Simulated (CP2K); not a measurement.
Runs of CP2K 2026.2 on Bi. It takes space group R-3m (No. 166, trigonal). The conventional cell has a = 4.535 Å, b = 4.535 Å, c = 11.814 Å, α = 90.00°, β = 90.00°, γ = 120.00°. Bi (site symmetry 3m) has 6 Bi at 3.06 to 3.52 Å as nearest neighbours. 

```tsv
level	potentials or basis	smearing	EPS_DEFAULT	basis sets	potentials	points a segment of the path (NPOINTS)	bands added on the path	pressure (GPa)	largest force (eV/Å)
PBEsol	POTENTIAL_UZH Bi GTH-PBE-q5; TZVP-MOLOPT-PBE-GTH basis	fermi-dirac 0.0259 eV	1.0E-9	Bi TZVP-MOLOPT-PBE-GTH-q5	Bi GTH-PBE-q5 of POTENTIAL_UZH	10	4	1.8	0.35
LDA	GTH_POTENTIALS Bi GTH-PADE-q5; TZVP-MOLOPT-PBE-GTH basis	fermi-dirac 0.05 eV	1.0E-10	Bi TZVP-MOLOPT-PBE-GTH-q5	Bi GTH-PADE-q5 of GTH_POTENTIALS	6	2	(b)	0.08
r2SCAN	POTENTIAL_UZH Bi GTH-SCAN-q5; TZVP-MOLOPT-SCAN-GTH basis	fermi-dirac 0.01 eV	1.0E-10	Bi TZVP-MOLOPT-SCAN-GTH-q5	Bi GTH-SCAN-q5 of POTENTIAL_UZH	6	2	-0.3	(a)
PBE	POTENTIAL_UZH Bi GTH-PBE-q5; TZVP-MOLOPT-PBE-GTH basis	fermi-dirac 0.1 eV	1.0E-10	Bi TZVP-MOLOPT-PBE-GTH-q5	Bi GTH-PBE-q5 of POTENTIAL_UZH	10	6	2.7	0.27
PBE	POTENTIAL_UZH Bi GTH-PBE-q5; TZVP-MOLOPT-PBE-GTH basis	fermi-dirac 0.0259 eV	1.0E-10	Bi TZVP-MOLOPT-PBE-GTH-q5	Bi GTH-PBE-q5 of POTENTIAL_UZH	8	4	2.7	0.27
```

Alike in all rows: task band structure; no spin polarisation; cell as given; k mesh 7 × 7 × 7.

**Question.** Fill in the values left out.

**Answer.** (a) 0.07; (b) -1.7.

Caveats: the basis of atomic orbitals isn't converged, which shifts pressures, moduli and gaps; the potentials were made for another functional, which shifts forces and pressure (some runs).
